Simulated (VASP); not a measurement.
**HfS2: relaxation of cell and atoms with optB88-vdW**

Crystal: HfS2.

```
Hf S
1.0
     3.63966    0.00000    0.00000
    -1.81983    3.15204    0.00000
     0.00000    0.00000    6.05556
Hf S
1 2
Direct
  0.00000 0.00000 0.00000
  0.66667 0.33333 0.76395
  0.33333 0.66667 0.23605
```

The cell is a database's computed one.

| Property | Result |
| --- | --- |
| Program | VASP 6.6.1 |
| Task | relaxation of cell and atoms |
| Functional | optB88-vdW |
| Potentials or basis | VASP PAW PBE potentials, release 64 (Hf_pv, S) |
| Cutoff | 400 eV |
| k mesh | 12 × 12 × 6 |
| Occupations | gaussian, width 0.02 eV |
| Spin | no spin polarisation |
| Target pressure | 8 GPa |
| Pressure (GPa) | 8 |
| Further INCAR settings | ALGO = Normal; EDIFF = 1e-07; IBRION = 2; EDIFFG = -0.003; NSW = 40; ISIF = 3 |
| Target pressure | 8 GPa |

The relaxed volume is 19.46 Å³/atom and the relaxed cell is a = 3.529 Å, b = 3.529 Å, c = 5.413 Å, α = 90.00°, β = 90.00°, γ = 120.00°. The space group after relaxing (to 0.05 Å) is P-3m1 (No. 164). The energy change on relaxing (the enthalpy is what falls) is +55.3 meV/atom. The ionic steps are 19, the pressure after relaxing is 8.0 GPa and the band gap on the k mesh is 0.31 eV, indirect (least direct gap 1.41 eV).

The path:
| step | energy change (eV) | largest force (eV/Å) | pressure (GPa) | volume (Å³) |
| --- | --- | --- | --- | --- |
| 1 | 0.0000 | 0.2977 | 0.79 | 69.47 |
| 2 | 0.5487 | 2.4264 | 20.34 | 59.52 |
| 3 | 0.1201 | 1.1761 | 8.38 | 64.74 |
| 4 | 0.1038 | 0.8538 | 8.25 | 62.87 |
| 5 | 0.2570 | 0.2358 | 9.15 | 57.45 |
| 6 | 0.1961 | 0.0338 | 8.86 | 58.56 |
| 7 | 0.1385 | 0.2198 | 6.20 | 59.04 |
| 8 | 0.1402 | 0.1960 | 6.42 | 59.00 |
| 9 | 0.2505 | 0.3474 | 11.38 | 57.07 |
| 10 | 0.1677 | 0.0161 | 7.99 | 58.36 |
| 11 | 0.1684 | 0.0122 | 8.02 | 58.34 |
| 12 | 0.1690 | 0.0085 | 8.06 | 58.33 |
| 13 | 0.1658 | 0.0146 | 7.94 | 58.39 |
| 14 | 0.1667 | 0.0129 | 7.97 | 58.38 |
| 15 | 0.1661 | 0.0047 | 7.99 | 58.39 |
| 16 | 0.1659 | 0.0020 | 8.01 | 58.39 |
| 17 | 0.1655 | 0.0033 | 8.00 | 58.40 |
| 18 | 0.1657 | 0.0003 | 7.98 | 58.40 |
| 19 | 0.1658 | 0.0007 | 7.99 | 58.39 |

Final structure:
```yaml
crystal:
  lattice:
    - [3.52932, 0.00000, 0.00000]
    - [-1.76466, 3.05648, 0.00000]
    - [0.00000, 0.00000, 5.41325]
  atoms:
    - { symbol: Hf, position: [0.00000, 0.00000, 0.00000] }
    - { symbol: S, position: [0.66667, 0.33333, 0.72893] }
    - { symbol: S, position: [0.33333, 0.66667, 0.27107] }
```

Levels at points of the mesh, in eV from the valence-band top:
```tsv
k point	band 8	band 9	band 10	band 11	band 12	band 13	band 14	band 15
(0.00, 0.00, 0.00)	-3.34	-0.48	-0.48	0.00	1.51	1.51	1.93	4.55
(0.50, 0.00, 0.00)	-3.35	-2.97	-2.88	-2.07	0.44	3.79	3.98	5.86
(0.00, 0.00, 0.50)	-3.21	-2.94	-0.86	-0.86	1.39	1.39	2.31	5.57
(0.50, 0.00, 0.50)	-3.41	-3.05	-1.36	-1.09	0.31	3.76	4.02	5.03
```

Run time: 11 min on 1 thread of Intel(R) Xeon(R) Platinum 8559C (Emerald Rapids), with other jobs on the host, peak memory 0.38 GiB.

Caveat: the cell is relaxed towards a set pressure, so the enthalpy falls and the energy may rise; the volume moved by over 15 % at a fixed basis, so the end points are rough; the PAW data sets were made with another functional, which shifts forces and pressure a little; spin-orbit coupling is left out, which moves the levels of the heavy elements. A k mesh can miss the band edges.
